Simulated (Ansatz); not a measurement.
# ZrC under changes of volume

One of the cells (13.174 Å³/atom); the others are scaled copies at fixed shape and fractional positions:

```xyz
4
Lattice="3.3915 0.0000 0.0000 -1.6957 2.9371 0.0000 0.0000 0.0000 5.2901" Properties=species:S:1:pos:R:3 pbc="T T T"
Zr    1.6957    0.9790    3.9675
Zr    0.0000    1.9581    1.3225
C     0.0000    0.0000    2.6450
C     0.0000    0.0000    0.0000
```

The cell comes from a database or a generator and needn't be the stable form of this composition.

| Property | Result |
| --- | --- |
| Program | Ansatz 0.2.0 |
| Functional | r2SCAN |
| Potentials or basis | Ansatz PAW |
| Cutoff | 500 eV (not typed: the program's choice for these potentials) |
| k mesh | 9 × 9 × 5 |
| Occupations | fermi-dirac, width 0.05 eV |
| Spin | no spin polarisation |

```tsv
volume (Å³/atom)	energy over the lowest point (meV/atom)	pressure (GPa)
12.383	24.72	13.0
12.647	7.97	7.4
12.910	?	?
13.174	0.00	-2.3
13.437	7.16	-6.4
13.701	20.78	-10.1
13.964	40.26	-13.5
```

Task: What does the run at 12.910 Å³/atom give?

Result: Energy over the lowest point 0.02 meV/atom; pressure 2.3 GPa.

Worked out: A Birch-Murnaghan fit of order 3 (a polynomial in V^(-2/3)) to the other rows has its minimum at 13.04 Å³/atom with B0 = V·E''(V) = 227 GPa and B' = 4.0 at fixed shape and positions, which overstates the stiffness. It gives 0.03 meV/atom at 12.910 Å³/atom, against the run's 0.02, and -dE/dV = 2.3 GPa, against 2.3.

Energies are extrapolated to zero smearing.

Caveats: the PAW data sets come from PBE, with cores solved anew for the run's functional, which leaves a small shift of forces and pressure.
